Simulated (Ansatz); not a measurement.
Level of theory: DFT PBE, scalar-relativistic, plane waves, PAW (Ansatz 0.2.0). Settings: cutoff 420 eV, Γ-centred meshes spaced at most about 0.3 Å⁻¹, and about 0.25 Å⁻¹ or finer for metals (2π included), Gaussian smearing. No spin polarisation in the final relaxations.

Temperature and zero-point effects are left out.

Two forms of ScAl₄ were relaxed alike.

A.

```cif
data_structure
_symmetry_space_group_name_H-M 'I4/mmm'
_symmetry_Int_Tables_number 139
_cell_length_a 2.9274
_cell_length_b 2.9274
_cell_length_c 20.6494
_cell_angle_alpha 90.000
_cell_angle_beta 90.000
_cell_angle_gamma 90.000
_cell_volume 176.95
loop_
_atom_site_label
_atom_site_type_symbol
_atom_site_symmetry_multiplicity
_atom_site_Wyckoff_symbol
_atom_site_fract_x
_atom_site_fract_y
_atom_site_fract_z
_atom_site_occupancy
Sc1 Sc 2 b 0.50000 0.50000 0.00000 1
Al1 Al 4 e 0.00000 0.00000 0.10531 1
Al2 Al 4 e 0.50000 0.50000 0.20125 1
```

B.

```cif
data_structure
_symmetry_space_group_name_H-M 'I4/m'
_symmetry_Int_Tables_number 87
_cell_length_a 6.6392
_cell_length_b 6.6392
_cell_length_c 4.0171
_cell_angle_alpha 90.000
_cell_angle_beta 90.000
_cell_angle_gamma 90.000
_cell_volume 177.07
loop_
_atom_site_label
_atom_site_type_symbol
_atom_site_symmetry_multiplicity
_atom_site_Wyckoff_symbol
_atom_site_fract_x
_atom_site_fract_y
_atom_site_fract_z
_atom_site_occupancy
Sc1 Sc 2 b 0.00000 0.00000 0.50000 1
Al1 Al 8 h 0.90463 0.30357 0.00000 1
```

Question: Which placement of the atoms is lower in energy, and by how much?

Answer: B is lower, by 74 meV/atom. The two share one framework of sites and differ in which element sits where. A has Sc and Al ordered on fcc sites, space group I4/mmm (No. 139), 17.7 Å³/atom and no gap on its mesh; B has Sc and Al ordered on fcc sites, space group I4/m (No. 87), 17.7 Å³/atom and no gap. Counting all near atoms (those within 1.25 times the shortest distance at each site), A and B both have Sc 12, Al 12. In A, Sc is surrounded by 4 Sc at 2.93 Å and 8 Al at 3.00 Å; around Al on its first site lie 8 Al at 2.87–2.93 Å and 4 Sc at 3.00 Å; around Al on its second site lie 12 Al at 2.87–2.93 Å. In B, around Sc lie 12 Al at 2.91–2.99 Å; around Al lie 9 Al at 2.87–2.99 Å and 3 Sc at 2.91–2.99 Å. Both come from invented guesses.

A magnetic state wasn't ruled out in cells without spin, among them I4/mmm. Cells relaxed within their symmetry can be saddle points.
